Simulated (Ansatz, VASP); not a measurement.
## Ru in VASP and in Ansatz

```
Ru
1.0
     2.67389    0.00000    0.00000
    -1.33694    2.31565    0.00000
     0.00000    0.00000    4.22642
Ru
2
Direct
  0.33333 0.66667 0.25000
  0.66667 0.33333 0.75000
```

Alike in both runs: functional LDA; k mesh 18 × 18 × 10; occupations gaussian, width 0.1 eV; no spin polarisation.

Ansatz relaxed the structure, and its values are those at the end. VASP's run is a single point on that final structure, the one shown.

|  | VASP | Ansatz |
| --- | --- | --- |
| version | VASP 6.6.1 | Ansatz 0.2.0 |
| potentials or method | VASP PAW LDA potentials, release 64 (Ru_pv) | scalar-relativistic, plane waves, PAW |
| plane-wave cutoff (eV) | 520 | 420 |
| valence electrons in the cell | 28 | 32 |

VASP gave:

* gap on the k mesh at the Fermi level (eV): none
* pressure (GPa): 1.0

Question: Which values does Ansatz return?

Answer: gap on the k mesh at the Fermi level (eV): none; pressure (GPa): 0.0.

A gap of «none» marks a metal or a gap that the smearing closes. The two sets of potentials don't hold the same shells in valence.
